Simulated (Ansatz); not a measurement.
Wanted: the native input for an Ansatz 0.2.0 run.

- Task: band structure
- Functional: LDA
- Potentials or basis: all-electron LAPW, scalar-relativistic
- Cutoff: 246 eV (chosen from the basis error)
- Basis error allowed: 0.002 eV/atom
- k mesh: 10 × 10 × 10
- Occupations: fermi-dirac, width 0.05 eV
- Spin: no spin polarisation

MoS2:

```
CELL_PARAMETERS angstrom
1.58000 0.91221 6.15000
-1.58000 0.91221 6.15000
0.00000 -1.82443 6.15000
ATOMIC_POSITIONS crystal
Mo 0.00000 0.00000 0.00000
S 0.41700 0.41700 0.41700
S 0.25000 0.25000 0.25000
```

Measurements of this composition are mostly on another form, of space group No. 194.

One way to write it, as run:

input.yaml

```yaml
crystal:
  lattice:
    - [1.58, 0.9122134253, 6.15]
    - [-1.58, 0.9122134253, 6.15]
    - [0.0, -1.8244268506, 6.15]
  atoms:
    - { symbol: Mo, position: [0.0, 0.0, 0.0] }
    - { symbol: S, position: [0.417, 0.417, 0.417] }
    - { symbol: S, position: [0.25, 0.25, 0.25] }
kpoints:
  mp_grid: { grid: [10, 10, 10] }
  band_path:
    path: [[0.0, 0.0, 0.0], [0.5, 0.0, 0.0], [0.5, 0.181334009, -0.181334009]]
    npoints: 10
scf:
  occupations: { method: fermi_dirac, width: 0.05 }
hamiltonian:
  xc: lda
  pseudopotentials: { kind: all_electron, lapw: { basis_error: 0.002 } }
output:
  forces: true
  stress: true
  eigenvalues: true
```

Potentials or basis: all-electron LAPW, scalar-relativistic.

Run with:

```bash
$ ansatz run input.yaml --threads 2 --pin off --max-ram 8192MiB --backend cpu --events-out ev --progress --plain --runs-dir out
```

It gave:

```json
{"Pressure": "-2.4 GPa", "Largest force": "0.086 eV/Å", "Band gap on the k mesh": "0.88 eV, indirect (least direct gap 1.96 eV)", "Band gap along the path": "1.71 eV, direct"}
```

Run time: 50 s on 2 threads of Arm Neoverse V2, on a shared host, peak memory 0.51 GiB.
